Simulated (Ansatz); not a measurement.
# Sn: the cost of one run

Program: Ansatz 0.2.0. Level of theory: DFT PBEsol, scalar-relativistic, plane waves, PAW. These are calculated values, not measurements.

1 further run of the same task is left out (set aside as unsound or not needed).

## 1. The structure to begin with

The structure is cubic, space group Fd-3m (No. 227). The conventional cell has a = 6.540 Å, b = 6.540 Å, c = 6.540 Å, α = 90.00°, β = 90.00°, γ = 90.00°. Sn (site symmetry -43m) has 4 Sn at 2.83 Å as nearest neighbours.

Coordinates:

```cif
data_structure
_symmetry_space_group_name_H-M 'Fd-3m:1'
_symmetry_Int_Tables_number 227
_cell_length_a 6.5403
_cell_length_b 6.5403
_cell_length_c 6.5403
_cell_angle_alpha 90.000
_cell_angle_beta 90.000
_cell_angle_gamma 90.000
_cell_volume 279.77
loop_
_atom_site_label
_atom_site_type_symbol
_atom_site_symmetry_multiplicity
_atom_site_Wyckoff_symbol
_atom_site_fract_x
_atom_site_fract_y
_atom_site_fract_z
_atom_site_occupancy
Sn1 Sn 8 b 0.00000 0.00000 0.50000 1
```

This cell was relaxed beforehand with the same method: volume 34.97 Å³/atom, gap on the mesh none (metal).

## 2. Electronic structure at the relaxed geometry

File input.yaml:

```yaml
crystal:
  lattice:
    - [0.0, 3.2701710872, 3.2701710872]
    - [3.2701710872, 0.0, 3.2701710872]
    - [3.2701710872, 3.2701710872, 0.0]
  atoms:
    - { symbol: Sn, position: [0.0, 0.0, 0.0] }
    - { symbol: Sn, position: [0.25, 0.25, 0.25] }
basis:
  ecutwfc: 420
kpoints:
  mp_grid: { grid: [12, 12, 12] }
  band_path:
    path:
      - [[0.0, 0.0, 0.0], [0.5, 0.0, 0.5], [0.625, 0.25, 0.625]]
      - [[0.375, 0.375, 0.75], [0.0, 0.0, 0.0], [0.5, 0.5, 0.5], [0.5, 0.25, 0.75], [0.5, 0.0, 0.5]]
    npoints: 14
hamiltonian:
  xc: pbesol
scf:
  occupations: { method: gaussian, width: 0.1 }
  n_extra_bands: 6
output:
  forces: true
  stress: true
  eigenvalues: true
  populations: true
  dos: { projected: true, de: 0.02, nscf_kmesh: { grid: [18, 18, 18] } }
  bader: true
```

Command:

```
ansatz run input.yaml --threads 1 --pin off --max-ram 2560MiB --backend cpu --events-out ev --progress --plain --runs-dir out
```

Q: Estimate wall time and peak memory on 1 thread of Arm Neoverse V1, shared host.

About 31 s, with a peak of 0.41 GiB.
